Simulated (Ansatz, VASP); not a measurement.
**One calculation of BN, two programs**

```
CELL_PARAMETERS angstrom
2.50875 0.00144 0.00000
1.25312 2.17337 0.00000
0.00000 0.00000 26.00000
ATOMIC_POSITIONS crystal
B 0.49998 0.49998 0.50000
N 0.83332 0.83332 0.50000
```

Alike in both runs: task single point; functional PBE; dispersion D3(BJ); k mesh 10 × 10 × 1; occupations gaussian, width 0.02 eV; no spin polarisation.

|  | VASP | Ansatz |
| --- | --- | --- |
| version | VASP 6.6.1 | Ansatz 0.2.0 |
| potentials or method | VASP PAW PBE potentials, release 64 (B, N) | scalar-relativistic, plane waves, PAW |
| plane-wave cutoff (eV) | 520 | 420 |
| valence electrons in the cell | 8 | 8 |

VASP gave:

| Item | Value |
| --- | --- |
| gap on the k mesh at the Fermi level (eV) | 4.87 |
| least direct gap on the mesh (eV) | 5.01 |
| dispersion energy (meV/atom) | -77.1 |

Task: What did Ansatz give for the same quantities?

Result: gap on the k mesh at the Fermi level (eV): 4.88; least direct gap on the mesh (eV): 5.01; dispersion energy (meV/atom): -77.1.

The functional is the same, so the differences come from potentials, cutoffs and numerics. Ansatz warned: «near_symmetry_operations_not_taken».

As with any semilocal functional, this PBE gap is likely too small.
